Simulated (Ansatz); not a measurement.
**InSb: band gap under strain**

How does strain move the band edges of InSb built on the zincblende prototype, and do the functionals agree on it? States: -4.0 % strain along z alone; +5.0 % shear in the xy plane; -4.0 % strain along [111] alone.

Code: Ansatz 0.2.0. PAW datasets, plane waves. The values are computed, spin-unpolarised, and not measurements.

### Step 1. Starting point

The unstrained cell was relaxed with r2SCAN; in each strained cell the atoms were relaxed again with r2SCAN. Names of k-points are those of the unstrained zone, where strain can split equivalent points. First state: -4.0 % strain along z alone.

The symmetry is I-4m2 (No. 119, tetragonal); conventional cell a = 4.638 Å, c = 6.297 Å, 33.86 Å³ an atom. Around In lie 4 Sb at 2.80 Å; around Sb lie 4 In at 2.80 Å.

Structure file:

```
In Sb
1.0
     0.00000    3.27951    3.14833
     3.27951    0.00000    3.14833
     3.27951    3.27951    0.00000
In Sb
1 1
Direct
  0.00000 0.00000 0.00000
  0.25000 0.25000 0.25000
```

From earlier runs on the unstrained cell: PBE 0.00 eV, r2SCAN 0.01 eV, HSE06 0.30 eV; a = 6.559 Å.

### Step 2. -4.0 % strain along z alone: PBE

Input file input.yaml:

```yaml
crystal:
  lattice:
    - [0.0, 3.2795130081, 3.1483324877]
    - [3.2795130081, 0.0, 3.1483324877]
    - [3.2795130081, 3.2795130081, 0.0]
  atoms:
    - { symbol: In, position: [0.0, 0.0, 0.0] }
    - { symbol: Sb, position: [0.25, 0.25, 0.25] }
kpoints:
  mp_grid: { grid: [6, 6, 6] }
  band_path:
    path:
      - [0.0, 0.0, 0.0]
      - [-0.5, -0.5, 0.0]
      - [-0.375, -0.375, 0.25]
      - [-0.375, 0.0, 0.375]
      - [0.0, 0.0, 0.5]
      - [-0.5, -0.25, 0.25]
      - [-0.015625, 0.0, -0.015625]
    npoints: 1
hamiltonian:
  xc: pbe
scf:
  occupations: { method: fermi_dirac, width: 0.02 }
  n_extra_bands: 4
output:
  forces: true
  stress: true
  eigenvalues: true
```

Started as:

```
ansatz run input.yaml --threads 4 --pin off --max-ram 4608MiB --backend cpu --events-out ev --progress --plain --runs-dir out
```

After this run come: -4.0 % strain along z alone: r2SCAN; -4.0 % strain along z alone: HSE06; +5.0 % shear in the xy plane: PBE; +5.0 % shear in the xy plane: r2SCAN; +5.0 % shear in the xy plane: HSE06; -4.0 % strain along [111] alone: PBE; -4.0 % strain along [111] alone: r2SCAN; -4.0 % strain along [111] alone: HSE06.

Q: Predict the outcome of this session.

The runs gave:

Least gap in eV (negative: overlap), with the change from the unstrained cell in brackets:

| state | volume change (%) | PBE | r2SCAN | HSE06 |
| --- | --- | --- | --- | --- |
| -4.0 % strain along z alone | -4.0 | 0.00 (+0.00) | 0.12 (+0.11) | 0.42 (+0.12) |
| +5.0 % shear in the xy plane | -0.1 | -0.01 (-0.01) | 0.01 (+0.00) | 0.11 (-0.19) |
| -4.0 % strain along [111] alone | -4.0 | 0.07 (+0.07) | 0.16 (+0.15) | 0.39 (+0.09) |

The largest move of the HSE06 gap in the table is -0.189 eV, under +5.0 % shear in the xy plane. PBE and HSE06 differ by 0.30 eV on the unstrained gap, and by at most 0.18 eV on its change. Under -4.0 % strain along z alone and under +5.0 % shear in the xy plane PBE gives no gap, or under 0.02 eV, while HSE06 has one. Spin-orbit coupling is left out of the table, though the cell holds Sb (Z = 51); in an element this heavy it can shift bands and gaps by tenths of an eV.
